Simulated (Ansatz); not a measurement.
## AlN under compression and expansion

```xyz
2
Lattice="0.0000 1.9780 1.9780 1.9780 0.0000 1.9780 1.9780 1.9780 0.0000" Properties=species:S:1:pos:R:3 pbc="T T T"
Al    0.0000    0.0000    0.0000
N     1.9780    1.9780    1.9780
```

The cell comes from COD entry 1523095, which wasn't checked; take it as a given geometry.

Methods: DFT, LDA, all-electron LAPW, scalar-relativistic (Ansatz 0.2.0); DFT, LDA, PAW with Ansatz's default frozen-core files, scalar-relativistic (Ansatz 0.2.0).

For LAPW: a Γ-centred 10×10×10 k mesh, Fermi–Dirac smearing of 0.02 eV, basis error target 1 meV/atom, no spin polarisation. PAW takes a cutoff of 420 eV at this cell (files made with PBE, cores remade for this functional). The Ansatz runs share mesh, smearing and spin set-up. Plane-wave (PAW) pressures include the program's estimate of the Pulay term.

The cell above is scaled evenly, with fractional coordinates and shape held.

Task: Estimate the equilibrium volume and bulk modulus that full-potential LAPW gives for this fixed shape.

Result: V0 = 8.07 Å³/atom, B0 = 276 GPa, B0′ = 3.9, from a third-order Birch–Murnaghan fit to these pressures:
| V/V(cell) | V (Å³/atom) | P, LAPW (GPa) | P, PAW (GPa) | gap on the k mesh, LAPW (eV) | free energy over the lowest listed, PAW (meV/atom) |
| --- | --- | --- | --- | --- | --- |
| 0.9400 | 7.275 | 34.99 | 35.02 | 4.96 | 79.5 |
| 0.9500 | 7.352 | 30.77 | 30.79 | 4.98 | 63.6 |
| 0.9600 | 7.429 | 26.74 | 26.76 | 5.00 | 49.7 |
| 0.9750 | 7.545 | 21.06 | 21.07 | 5.04 | 32.3 |
| 0.9800 | 7.584 | 19.26 | 19.26 | 5.05 | 27.5 |
| 0.9900 | 7.662 | 15.77 | 15.77 | 5.07 | 19.0 |
| 1.0000 | 7.739 | 12.45 | 12.44 | 5.09 | 12.3 |
| 1.0100 | 7.816 | 9.29 | 9.27 | 5.00 | 7.0 |
| 1.0200 | 7.894 | 6.27 | 6.24 | 4.90 | 3.2 |
| 1.0250 | 7.932 | 4.82 | 4.78 | 4.85 | 1.9 |
| 1.0400 | 8.048 | 0.66 | 0.60 | 4.71 | 0.0 |
| 1.0500 | 8.126 | -1.96 | -2.02 | 4.62 | 0.4 |
| 1.0600 | 8.203 | -4.45 | -4.52 | 4.53 | 1.9 |

PAW's V0 lies -0.02 % from the all-electron value and its B0 0.5 %. Symmetry fixes shape and coordinates here, so this is the relaxed modulus.
